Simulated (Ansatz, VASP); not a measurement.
**One calculation of Ti, two programs**

The input INCAR:

```
PREC     = Accurate       # precision mode
ENCUT    = 520            # plane-wave cutoff, eV
EDIFF    = 1E-6           # SCF threshold, eV
ISMEAR   = -1             # smearing method
SIGMA    = 0.08           # smearing width, eV
LREAL    = False          # projectors in reciprocal space
LASPH    = True           # aspherical terms in the spheres
NELM     = 80             # most SCF steps
ALGO     = Normal         # electronic algorithm
ISIF     = 2              # what is computed and relaxed
LWAVE    = False          # write WAVECAR
LCHARG   = True           # write CHGCAR
GGA      = PS             # functional
LELF     = True           # ELF
LVHAR    = True         
NBANDS   = 12             # bands
```

File KPOINTS:

```
Automatic mesh
0
Gamma
  14 14 14
```

POSCAR

```
Ti
1.0
    2.1893947306      0.0000000000      0.0000000000
    0.0000000000      2.1893947306      0.0000000000
    0.0000000000      0.0000000000      2.1893947306
Ti
1
Direct
    0.0000000000      0.0000000000      0.0000000000
```

Input for Ansatz:

```yaml
crystal:
  lattice:
    - [2.1893947306, 0.0, 0.0]
    - [0.0, 2.1893947306, 0.0]
    - [0.0, 0.0, 2.1893947306]
  atoms:
    - { symbol: Ti, position: [0.0, 0.0, 0.0] }
kpoints:
  mp_grid: { grid: [14, 14, 14] }
scf:
  occupations: { method: fermi_dirac, width: 0.08 }
hamiltonian:
  xc: pbesol
  pseudopotentials: { kind: all_electron, lapw: { basis_error: 0.001 } }
output:
  forces: true
  stress: true
  eigenvalues: true
  populations: true
```

Change from the starting cell: volume scaled by 0.6, LAPW.

Alike in both runs: task single point; functional PBEsol; k mesh 14 × 14 × 14; occupations fermi-dirac, width 0.08 eV; no spin polarisation.

```csv
,VASP,Ansatz
version,VASP 6.6.1,Ansatz 0.2.0
potentials or method,"VASP PAW PBE potentials, release 64 (Ti_sv)","all-electron LAPW, scalar-relativistic"
plane-wave cutoff (eV),520,see its input
```

```tsv
	VASP	Ansatz	Ansatz less VASP
pressure (GPa)	105.4	103.4	-1.99
```

Ansatz ran all-electron here, so the differences hold the error of VASP's frozen core and of both bases.

Caveats: the cell as given lies far from equilibrium; so large a pressure means that the cell lies far from this level's equilibrium, or that cutoff or potentials fall short (VASP); the potentials were made for another functional, which shifts forces and pressure (VASP).
